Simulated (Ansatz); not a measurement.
## Trigonal deformation path in CsPbBr₃

Computed with DFT PBE, scalar-relativistic, plane waves, PAW (Ansatz). Cutoff 420 eV, Γ-centred 6×6×6 k-points, Gaussian smearing of 0.05 eV. Spin–orbit coupling is left out, which matters for the heavy elements here. No spin polarisation. Energies are free energies at this smearing, counted from the undisturbed cell; pressure is positive in compression.

The starting cell (as given, not relaxed at this level; it stands at 1.5 GPa, and it needn't be the usual structure):

```
CELL_PARAMETERS angstrom
5.87000 0.00000 0.00000
0.00000 5.87000 0.00000
0.00000 0.00000 5.87000
ATOMIC_POSITIONS crystal
Cs 0.00000 0.00000 0.00000
Pb 0.50000 0.50000 0.50000
Br 0.00000 0.50000 0.50000
Br 0.50000 0.00000 0.50000
Br 0.50000 0.50000 0.00000
```

At fixed volume and fractional coordinates, lengths along (0.577, 0.577, 0.577) are scaled against those across it; ρ is that ratio over its starting value.

| ρ | ΔE (meV/atom) |
| --- | --- |
| 0.500 | 499.2 |
| 0.600 | 235.7 |
| 0.710 | 94.9 |
| 0.850 | 19.4 |
| 0.930 | 3.8 |
| 1.000 | 0.0 |
| 1.200 | 24.9 |
| 1.410 | 103.1 |
| 1.700 | 314.5 |
| 2.000 | 661.8 |

Q: Predict the gap on the mesh (eV) at each point.

A:
```tsv
ρ	gap on the mesh (eV)
0.500	0.05
0.600	0.75
0.710	1.00
0.850	1.23
0.930	1.38
1.000	1.53
1.200	1.46
1.410	1.64
1.700	0.92
2.000	0.01
```

Symmetry holds off the tilts and polar distortions that many cubic perovskites undergo.